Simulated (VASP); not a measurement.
# InP (F-43m) in VASP: a series of runs

Runs on InP. Level: PBE. Tasks: single point.

Program: VASP 6.6.1. These are calculated values, not measurements. Logs are shortened: lines on timing, memory, paths and dates and some standing lists are left out, and cuts for length are marked.

**The experiment to reproduce.**

From a printed reference work, data compilation, for a bulk crystal of InP at 1.6 K: band gap 1.4236 eV (direct).

The runs below are set against these values where they give the same quantity.

## Step 1: The cell of the first run

Symmetry: F-43m, No. 216, cubic system. The conventional cell has a = 5.871 Å, b = 5.871 Å, c = 5.871 Å, α = 90.00°, β = 90.00°, γ = 90.00°. In (site symmetry -43m) has 4 P at 2.54 Å within 3.4 Å. P (site symmetry -43m) has 4 In at 2.54 Å within 3.4 Å.

## Step 2: Single point, PBE (strain -0.015 along x and y, -0.015 along z)

The input, INCAR:

```
SYSTEM = InP
PREC = Accurate ; ENCUT = 520
EDIFF = 1E-6 ; ISMEAR = 0
SIGMA = 0.05 ; LREAL = .FALSE.
LASPH = .TRUE. ; NELM = 80
ALGO = Normal ; ISIF = 2
LWAVE = .FALSE. ; LCHARG = .TRUE.
GGA = PE ; LELF = .TRUE.
LVHAR = .TRUE. ; NBANDS = 16
```

The input, KPOINTS:

```
regular mesh
0
G
  10 10 10
  0 0 0
```

The input, POSCAR:

```
InP
1.0
    0.0000000000      2.9353336906      2.9353336906
    2.9353336906      0.0000000000      2.9353336906
    2.9353336906      2.9353336906      0.0000000000
In P
1 1
Direct
    0.0000000000      0.0000000000      0.0000000000
    0.7500000000      0.7500000000      0.7500000000
```

Potentials or basis: VASP PAW PBE potentials, release 64 (In_d, P).

The run is started by

```sh
> cat potpaw_PBE.64/In_d/POTCAR potpaw_PBE.64/P/POTCAR > POTCAR
> mpirun -np 1 vasp_std > vasp.out
```

OUTCAR:

```text
SYSTEM = InP
   PREC = Accurate
   ENCUT = 520
   EDIFF = 1E-6
   ISMEAR = 0
   LREAL = .FALSE.
   LASPH = .TRUE.
   NELM = 80
   ISIF = 2
   GGA = PE

 ion  position               nearest neighbor table
   1  0.000  0.000  0.000-   2 2.54   2 2.54   2 2.54   2 2.54
   2  0.750  0.750  0.750-   1 2.54   1 2.54   1 2.54   1 2.54

  LATTYP: Found a face centered cubic cell.
 ALAT       =     5.8706673812

  Lattice vectors:

 A1 = (   0.0000000000,   2.9353336906,   2.9353336906)
 A2 = (   2.9353336906,   0.0000000000,   2.9353336906)
 A3 = (   2.9353336906,   2.9353336906,   0.0000000000)

Analysis of symmetry for initial positions (statically):
=====================================================================
 Subroutine PRICEL returns:
 Original cell was already a primitive cell.

 Routine SETGRP: Setting up the symmetry group for a
 face centered cubic supercell.

 Subroutine GETGRP returns: Found 24 space group operations
 (whereof 24 operations were pure point group operations)
 out of a pool of 48 trial point group operations.

The static configuration has the point symmetry T_d .

Analysis of symmetry for dynamics (positions and initial velocities):
=====================================================================
 Subroutine PRICEL returns:
 Original cell was already a primitive cell.

 Routine SETGRP: Setting up the symmetry group for a
 face centered cubic supercell.

 Subroutine GETGRP returns: Found 24 space group operations
 (whereof 24 operations were pure point group operations)
 out of a pool of 48 trial point group operations.

The dynamic configuration has the point symmetry T_d .

 Subroutine INISYM returns: Found 24 space group operations
 (whereof 24 operations are pure point group operations),
 and found     1 'primitive' translations

----------------------------------------------------------------------------------------

                                     Primitive cell

  volume of cell :      50.5827

  direct lattice vectors                    reciprocal lattice vectors
     0.000000000  2.935333691  2.935333691    -0.170338385  0.170338385  0.170338385
     2.935333691  0.000000000  2.935333691     0.170338385 -0.170338385  0.170338385
     2.935333691  2.935333691  0.000000000     0.170338385  0.170338385 -0.170338385
[... 74 lines left out ...]
 SYSTEM =  InP
   PREC   = accura    normal or accurate (medium, high low for compatibility)
   ISTART =      0    job   : 0-new  1-cont  2-samecut
   ICHARG =      2    charge: 1-file 2-atom 10-const
   ISPIN  =      1    spin polarized calculation?
   LNONCOLLINEAR =      F non collinear calculations
   LSORBIT =      F    spin-orbit coupling
   LASPH  =      T    aspherical Exc in radial PAW
   ENCUT  =  520.0 eV  38.22 Ry    6.18 a.u.   7.72  7.72  7.72*2*pi/ulx,y,z
   NELM   =     80;   NELMIN=  2; NELMDL= -5     # of ELM steps
   EDIFF  = 0.1E-05   stopping-criterion for ELM
   LREAL  =      F    real-space projection
   EDIFFG = 0.1E-04   stopping-criterion for IOM
   NSW    =      0    number of steps for IOM
   IBRION =     -1    ionic relax: 0-MD 1-quasi-New 2-CG
   NFREE  =      0    steps in history (QN), initial steepest desc. (CG)
   ISIF   =      2    stress and relaxation
   ISYM   =      2    0-nonsym 1-usesym 2-fastsym
   POTIM  = 0.5000    time-step for ionic-motion
   TEBEG  =    0.0;   TEEND  =   0.0 temperature during run
   PSTRESS=    0.0 pullay stress
   NELECT =      18.0000    total number of electrons
   NUPDOWN=      -1.0000    fix difference up-down
   EMIN   =  10.00;   EMAX   =-10.00  energy-range for DOS
   EFERMI =   0.00;   METHOD = LEGACY
   ISMEAR =     0;   SIGMA  =   0.05  broadening in eV -4-tet -1-fermi 0-gaus
   EFERMI_NEDOS =   21; number of points for ismear=-14 and -15
   IALGO  =     38    algorithm
   IMIX   =      4    mixing-type and parameters
     AMIX     =   0.40;   BMIX     =  1.00
     AMIX_MAG =   1.60;   BMIX_MAG =  1.00
  volume/ion in A,a.u.               =      25.29       170.67
  Fermi-wavevector in a.u.,A,eV,Ry     =   1.160107  2.192285 18.311389  1.345849
  Thomas-Fermi vector in A             =   2.296693
   LORBIT       =      0    0 simple, 1 ext, 2 COOP (PROOUT), +10 PAW based schemes
   GGA     = PE    functional components
   LHFCALC =     F    Hartree Fock is set to
   AEXX    =    0.0000 exact exchange contribution
   IVDW    =     0    specifies the selected vdW correction
   LEPSILON=     F    determine dielectric tensor
   LRPA    =     F    only Hartree local field effects (RPA)
 non-spin polarized calculation
 Gauss-broadening in eV      SIGMA  =   0.05
  energy-cutoff  :      520.00
  volume of cell :       50.58
 maximum number of plane-waves:      1380
   NGX = 15   NGY = 15   NGZ = 15

 number of electron      18.0000006 magnetization

 Free energy of the ion-electron system (eV)
  ---------------------------------------------------
  ext. energy  EPLUGINS =         0.00000000
  ---------------------------------------------------
  free energy    TOTEN  =        -8.38737358 eV

  energy without entropy =       -8.38737358  energy(sigma->0) =       -8.38737358

 E-fermi :   5.3558     XC(G=0):  -9.2617

 val. band max:        5.1335961341   @ k =   0.0000   0.0000   0.0000
 cond. band min:       5.8190519163   @ k =   0.0000   0.0000   0.0000
 fundamental gap:      0.6854557822
 Fermi energy:         5.3557638603

 k-point     1 :       0.0000    0.0000    0.0000
  band No.  band energies     occupation
      1      -9.0409      2.00000
      2      -9.0409      2.00000
      3      -9.0409      2.00000
      4      -8.8913      2.00000
      5      -8.8913      2.00000
      6      -6.3497      2.00000
[... 433 lines left out ...]
      3      -8.9624      2.00000
      4      -8.9257      2.00000
      5      -8.8651      2.00000
      6      -4.6929      2.00000
[... 8 lines left out ...]
     15      15.7355      0.00000
     16      17.8621      0.00000

 [... further k-points ...]
[... 5 lines left out ...]
  --------------------------------------------------------------------------------------
  -------------------------------------------------------------------------------------
  Total        0.9207493      0.9207493      0.9207493     -0.0000000      0.0000000      0.0000000
  in kB       29.1641645     29.1641645     29.1641645     -0.0000000      0.0000000      0.0000000
  external PRESSURE =      29.1641645 kB  Pullay stress =       0.0000000 kB

 VOLUME and BASIS-vectors are now :
 -----------------------------------------------------------------------------
  energy-cutoff  :      520.00
  volume of cell :       50.58
      direct lattice vectors                 reciprocal lattice vectors
     0.000000000  2.935333691  2.935333691    -0.170338385  0.170338385  0.170338385
     2.935333691  0.000000000  2.935333691     0.170338385 -0.170338385  0.170338385
     2.935333691  2.935333691  0.000000000     0.170338385  0.170338385 -0.170338385

 POSITION                                       TOTAL-FORCE (eV/Angst)
 -----------------------------------------------------------------------------------
      0.00000      0.00000      0.00000        -0.000000     -0.000000     -0.000000
      4.40300      4.40300      4.40300         0.000000      0.000000      0.000000
 -----------------------------------------------------------------------------------
    total drift:                                0.000000      0.000000      0.000000

  FREE ENERGIE OF THE ION-ELECTRON SYSTEM (eV)
  ---------------------------------------------------
  free  energy   TOTEN  =        -8.3873735821 eV

  energy  without entropy=       -8.3873735821  energy(sigma->0) =       -8.38737358
```

Run time: 60 s. Hardware: 1 thread of AMD EPYC 7R13, shared host; peak memory 0.16 GiB.

What came out:

```yaml
Free_energy: -8.3874 eV
Pressure: 2.9 GPa
Band_gap_on_the_k_mesh: 0.69 eV, direct
```

Caveat: the cell differs from its parent crystal (strain -0.015 along x and y, -0.015 along z); spin-orbit coupling is left out, which moves the levels of the heavy elements.

## Step 3: Single point, PBE

The input, INCAR:

```
  ALGO = Normal
  EDIFF = 1E-6
  ENCUT = 520
  GGA = PE
  ISIF = 2
  ISMEAR = 0
  LASPH = True
  LCHARG = False
  LREAL = False
  LWAVE = False
  NBANDS = 16
  NELM = 100
  PREC = Accurate
  SIGMA = 0.05
```

The input, KPOINTS:

```
k-points
0
Gamma
  10 10 10
```

POSCAR is that of step 2.

Potentials or basis: VASP PAW PBE potentials, release 64 (In_d, P).

The run is started by

```sh
> cat potpaw_PBE.64/In_d/POTCAR potpaw_PBE.64/P/POTCAR > POTCAR
> mpirun -np 1 vasp_std > vasp.out
```

Run time: 66 s. Hardware: 1 thread of AMD EPYC 7R13, shared host; peak memory 0.16 GiB.

It converged, with:

- Free energy: -8.3874 eV
- Pressure: 2.9 GPa
- Band gap on the k mesh: 0.69 eV, direct

Levels at points of the mesh, in eV from the valence-band top:
```
           k point  band 7  band 8  band 9  band 10  band 11  band 12
(0.00, 0.00, 0.00)    0.00    0.00    0.00     0.69     4.09     4.09
(0.50, 0.00, 0.00)   -5.70   -0.96   -0.96     1.49     4.81     4.81
(0.50, 0.50, 0.00)   -5.73   -2.30   -2.30     1.77     2.27     9.18
```

Caveat: spin-orbit coupling is left out, which moves the levels of the heavy elements.

## Step 4: Single point, PBE (strain +0.015 along x and y, +0.015 along z)

The input, INCAR:

```
PREC = Accurate ; ENCUT = 520
EDIFF = 1E-6 ; ISMEAR = 0
SIGMA = 0.05 ; LREAL = F
LASPH = T ; NELM = 60
ALGO = Normal ; ISIF = 2
LWAVE = F ; LCHARG = F
GGA = PE ; NBANDS = 16
```

The input, KPOINTS:

```
Automatic mesh
0
Gamma
  10 10 10
```

The input, POSCAR:

```
InP
1.0
    0.0000000000      3.0247347168      3.0247347168
    3.0247347168      0.0000000000      3.0247347168
    3.0247347168      3.0247347168      0.0000000000
In P
1 1
Direct
    0.0000000000      0.0000000000      0.0000000000
    0.7500000000      0.7500000000      0.7500000000
```

The run is started by

```sh
> cat potpaw_PBE.64/In_d/POTCAR potpaw_PBE.64/P/POTCAR > POTCAR
> mpirun -np 1 vasp_std > vasp.out
```

Wall time 59 s (1 thread of AMD EPYC 7R13, shared host); peak memory 0.17 GiB.

It converged, with:

| Property | Result |
| --- | --- |
| Free energy | -8.3889 eV |
| Pressure | -2.4 GPa |
| Band gap on the k mesh | 0.19 eV, direct |

Levels at points of the mesh, in eV from the valence-band top:
| k point | band 6 | band 7 | band 8 | band 9 | band 10 | band 11 | band 12 | band 13 |
| --- | --- | --- | --- | --- | --- | --- | --- | --- |
| (0.00, 0.00, 0.00) | -10.91 | 0.00 | 0.00 | 0.00 | 0.19 | 4.08 | 4.08 | 4.08 |
| (0.50, 0.00, 0.00) | -9.48 | -5.26 | -0.84 | -0.84 | 1.27 | 4.79 | 4.79 | 6.87 |
| (0.50, 0.50, 0.00) | -8.93 | -5.36 | -2.02 | -2.02 | 1.91 | 2.25 | 8.65 | 8.96 |

Caveat: the cell differs from its parent crystal (strain +0.015 along x and y, +0.015 along z); spin-orbit coupling is left out, which moves the levels of the heavy elements.

## Step 5: Against experiment

Step 3. A measured gap of InP is 1.4236 eV (direct; 1.6 K; a printed reference work, data compilation); the calculated 0.69 eV misses it by -0.74 eV. Spin-orbit coupling on In is left out. The value is that of PBE, without temperature or zero-point motion. Semilocal functionals fall short of measured gaps as a rule.
